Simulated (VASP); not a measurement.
Crystal: BeSe.

```
CELL_PARAMETERS angstrom
0.00000 2.53071 2.53071
2.53071 0.00000 2.53071
2.53071 2.53071 0.00000
ATOMIC_POSITIONS crystal
Be 0.00000 0.00000 0.00000
Se 0.25000 0.25000 0.25000
```

The cell was built by a generator and needn't be a form met in nature.

The cell isn't the ideal one: hydrostatic strain -1.9%.

Program: VASP 6.6.1. Alike in all runs: task single point; potentials or basis VASP PAW PBE potentials, release 64 (Be, Se); no spin polarisation; cell hydrostatic strain -1.9%; cutoff (eV) 520. Hardware: 1 thread of Intel(R) Xeon(R) 6975P-C (Granite Rapids), with other jobs on the host.

Question: Order these runs on this cell by their wall time, lowest first.
A. level r2SCAN; k mesh 8 × 8 × 8; smearing gaussian 0.01 eV
B. level PBE; k mesh 8 × 8 × 8; smearing fermi-dirac 0.02 eV
C. level HSE06; k mesh 6 × 6 × 6; smearing gaussian 0.01 eV; exchange at q = 0 truncated; grid for exact exchange (PRECFOCK) Normal; screening parameter 0.2079 1/A

Answer: B (6.6 s), A (24 s), C (370 s).
